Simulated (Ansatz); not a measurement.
**Which way does ZnO + CaSe ⇌ ZnSe + CaO run?**

Plane-wave DFT in Ansatz with scalar-relativistic PAW potentials, cutoff 420 eV, Γ-centred meshes chosen by cell and gap, Gaussian smearing with energies taken to zero width. Every cell was relaxed (cell and atoms) in a run of its own, within the symmetry of its start. Functional: PBE.

Total energies hold large constants for each element; a whole number of eV per atom of each element is taken off below, which cancels in a balanced reaction.

```tsv
compound	lowest structure computed	structures tried	V (Å³/atom)	gap on mesh (eV)	E (eV per formula unit, common shift removed)
ZnO	P6_3mc	4	12.32	0.74	-2.8466
CaSe	Fm-3m	4	26.44	2.08	-4.0030
ZnSe	F-43m	2	23.54	1.15	-1.5364
CaO	Fm-3m	3	14.09	3.66	-5.7228
```

**Question.** Work out the reaction energy at 0 K.

**Answer.** ΔE = E(ZnSe) + E(CaO) − E(ZnO) − E(CaSe) = -0.410 eV, or -40 kJ per mole of reaction (-102 meV/atom). The right side is lower: Zn takes Se and Ca takes O. Pauling's electronegativities (Ca 1.0, Zn 1.65; O 3.44, Se 2.55) would pair Ca with O, the most ionic bond; the result follows that. All four are computed as solids; where they are solids at ordinary conditions entropy changes little. A lower structure that wasn't tried would shift the value, and mixed crystals may lie lower than either side.